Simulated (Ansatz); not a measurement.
# Direct or indirect: ZnH2S2 sheet (P-3m1)

```
Zn S H
1.0
     3.89980    0.00000    0.00000
    -1.94990    3.37732    0.00000
     0.00000    0.00000   20.10000
Zn S H
1 2 2
Direct
  0.33333 0.66667 0.50000
  0.00000 0.00000 0.55958
  0.66667 0.33333 0.44042
  0.00000 0.00000 0.62699
  0.66667 0.33333 0.37301
```

Method: Ansatz, PBE, independent particles, without spin-orbit coupling, line width 0.05 eV (Gaussian). The band structure gives a fundamental gap of 2.53 eV. The spectrum of vertical transitions near the edge:

```
E (eV)  absorbance (%), E ∥ xy
  2.04                    0.00
  2.16                    0.00
  2.28                    0.00
  2.40                    0.00
  2.52                    0.00
  2.64                    0.00
  2.76                    0.01
  2.88                    0.95
  3.00                    1.47
  3.12                    2.34
  3.24                    2.28
  3.36                    2.20
  3.48                    2.10
  3.60                    1.98
  3.72                    1.78
  3.84                    1.44
  3.96                    2.60
  4.08                    5.18
```

Question: Is the gap direct or indirect, and about where do vertical transitions set in?

Answer: Indirect, by the band path, whose least direct gap is 2.86 eV. The curves fit this: they stay near zero above 2.53 eV and rise only from about 2.9 eV, though a forbidden direct transition would look alike. Lines are broadened by 0.05 eV, which spreads the edge, and phonons, which would give weak absorption from the fundamental gap up, are left out.

Note: cells built here by substitution need not match a known phase.

[Logs are printed without paths, hosts, clocks, repeated set-up lines and the standing remarks that a program may print on its own settings, such as how far it seeks lower states.]
